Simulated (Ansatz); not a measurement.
# Se: the cost of one run

Program: Ansatz 0.2.0. Level of theory: DFT PBE, scalar-relativistic, plane waves, PAW. These are calculated values, not measurements.

## Step 1: Starting point

Symmetry: P6/mmm, No. 191, hexagonal system. The conventional cell has a = 5.226 Å, b = 5.226 Å, c = 2.098 Å, α = 90.00°, β = 90.00°, γ = 120.00°. Around Se (site symmetry -6m2) lie 2 Se at 2.10 Å.

Structure file:

```cif
data_structure
_symmetry_space_group_name_H-M 'P 1'
_symmetry_Int_Tables_number 1
_cell_length_a 5.2260
_cell_length_b 5.2260
_cell_length_c 2.0982
_cell_angle_alpha 90.000
_cell_angle_beta 90.000
_cell_angle_gamma 120.000
_cell_volume 49.63
loop_
_atom_site_label
_atom_site_type_symbol
_atom_site_fract_x
_atom_site_fract_y
_atom_site_fract_z
_atom_site_occupancy
Se1 Se 0.33333 0.66667 0.00000 1
Se2 Se 0.66667 0.33333 0.00000 1
```

A structure generator made this guess: random cell by space group and Wyckoff sites (P6/mmm, No. 191). Lengths come from tabulated atomic sizes and are only a guess.

## Step 2: Probe: one point on a coarse mesh

Contents of input.yaml:

```yaml
crystal:
  lattice:
    - [5.22595836, 0.0, 0.0]
    - [-2.61297918, 4.5258127, 0.0]
    - [0.0, 0.0, 2.09820161]
  atoms:
    - { symbol: Se, position: [0.33333333, 0.66666667, 0.0] }
    - { symbol: Se, position: [0.66666667, 0.33333333, 0.0] }
basis:
  ecutwfc: 420
kpoints:
  mp_grid: { grid: [6, 6, 8] }
hamiltonian:
  xc: pbe
scf:
  occupations: { method: gaussian, width: 0.1 }
  lower_state_search: "off"
output:
  forces: true
  stress: true
  eigenvalues: true
```

The run is started by

```sh
ansatz run input.yaml --threads 1 --pin off --max-ram 2560MiB --backend cpu --events-out ev --progress --plain --runs-dir out
```

Q: Estimate wall time and peak memory on 1 thread of Intel Xeon at 2.70GHz, shared host.

About 1.8 s, with a peak of 0.34 GiB.
